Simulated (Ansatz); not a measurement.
Crystal: Si.

```
CELL_PARAMETERS angstrom
0.00000 2.72185 2.72185
2.72185 0.00000 2.72185
2.72185 2.72185 0.00000
ATOMIC_POSITIONS crystal
Si 0.50000 0.50000 0.50000
Si 0.75000 0.75000 0.75000
```

Base run:

* Program: Ansatz 0.2.0
* Functional: PBE
* Potentials or basis: all-electron LAPW, scalar-relativistic
* Cutoff: 218 eV
* Density cutoff: 871 eV
* Basis error allowed: 0.001 eV/atom
* k mesh: 8 × 8 × 8
* Occupations: gaussian, width 0.027 eV
* Spin: no spin polarisation

Its results: band gap on the k mesh 0.63 eV, indirect (least direct gap 2.56 eV); pressure 1.3 GPa.

Task: The run is repeated on the same cell with these changes: functional from PBE to revPBE; occupations from gaussian, width 0.027 eV to fermi-dirac, width 0.05 eV. What comes out?

Result: Band gap on the k mesh 0.67 eV, indirect (least direct gap 2.56 eV); pressure 2.5 GPa.

A k mesh can miss the band edges.

Not every run made on this cell is shown here.
